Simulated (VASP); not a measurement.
KCl (Sylvite): single point with r2SCAN

**The experiment to reproduce.**

From a printed reference work, monograph, for a bulk crystal of KCl: band gap 8.68 eV.

KCl (Sylvite):

```
K Cl
1.0
     0.00000    3.14647    3.14647
     3.14647    0.00000    3.14647
     3.14647    3.14647    0.00000
K Cl
1 1
Cartesian
  0.0000 0.0000 0.0000
  3.1465 3.1465 3.1465
```

| Item | Value |
| --- | --- |
| Program | VASP 6.6.1 |
| Task | single point |
| Functional | r2SCAN |
| Potentials or basis | VASP PAW PBE potentials, release 64 (K_sv, Cl) |
| Cutoff | 520 eV |
| k mesh | 7 × 7 × 7 |
| Occupations | fermi-dirac, width 0.05 eV |
| Spin | no spin polarisation |

- Pressure: 0.0 GPa
- Band gap on the k mesh: 5.83 eV, direct

Levels at points of the mesh, in eV from the valence-band top:
| k point | band 5 | band 6 | band 7 | band 8 | band 9 | band 10 | band 11 | band 12 |
| --- | --- | --- | --- | --- | --- | --- | --- | --- |
| (0.00, 0.00, 0.00) | -10.96 | 0.00 | 0.00 | 0.00 | 5.83 | 9.03 | 9.03 | 9.03 |

It took 47 s on 1 thread of Intel(R) Xeon(R) 6975P-C (Granite Rapids), on a shared host, peak memory 0.21 GiB.

Against the measured gap of KCl, 8.68 eV (a printed reference work, monograph), the calculated 5.83 eV is off by -2.85 eV. The value is that of r2SCAN on a finite k mesh, which can miss the band edges, without temperature or zero-point motion.

Caveat: the PAW data sets were made with another functional, which shifts forces and pressure a little.
